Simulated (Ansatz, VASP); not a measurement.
Nb in VASP and in Ansatz

```xyz
2
Lattice="2.8957 0.0000 0.0000 -1.4479 2.5078 0.0000 0.0000 0.0000 5.3553" Properties=species:S:1:pos:R:3 pbc="T T T"
Nb    0.0000    1.6718    1.3388
Nb    1.4479    0.8359    4.0165
```

Alike in both runs: functional BLYP; k mesh 12 × 12 × 7; occupations fermi-dirac, width 0.1 eV; no spin polarisation.

Ansatz relaxed the structure, and its values are those at the end. VASP's run is a single point on that final structure, the one shown.

```csv
,VASP,Ansatz
version,VASP 6.6.1,Ansatz 0.2.0
potentials or method,"VASP PAW PBE potentials, release 64 (Nb_sv)","plane waves (420 eV) with PAW, scalar-relativistic"
plane-wave cutoff (eV),520,420
valence electrons in the cell,26,26
```

|  | VASP | Ansatz | Ansatz less VASP |
| --- | --- | --- | --- |
| pressure (GPa) | -0.1 | 0.0 | +0.06 |

The functional is the same, so the differences come from potentials, cutoffs and numerics.

Caveats: the PAW data sets were made with another functional, which shifts forces and pressure a little (VASP).
